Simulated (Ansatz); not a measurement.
A crystal relaxed with r2SCAN in Ansatz 0.2.0 has space group F-43m (No. 216) and a = 5.657 Å.

```json
{"atom": "Be", "site": "4a", "x": "0.0000", "y": "0.0000", "z": "0.0000"}
{"atom": "Xx", "site": "4d", "x": "0.2500", "y": "0.2500", "z": "0.7500"}
```

The r2SCAN gap is indirect, 2.38 eV (Γ to X), below the direct gap of 4.04 eV at Γ. HSE06 gives an indirect gap of 2.69 eV, from Γ to X; the least direct gap is 4.48 eV at Γ. Meshes: r2SCAN 8×8×8, HSE06 6×6×6. r2SCAN's ε∞ is 6.9 in all directions.

Q: Which element is Xx?
A. S
B. Te
C. Se
D. O

A: B. Xx is Te: BeTe built on the zincblende prototype. Around Be lie 4 Te at 2.45 Å; around Te lie 4 Be at 2.45 Å.

The values are computed, spin-unpolarised, and not measurements.

Spin-orbit coupling is left out, which matters wherever the heavy atoms make up the band edges.

The meshes of the hybrids are coarse, so their gaps aren't converged to the digits shown.
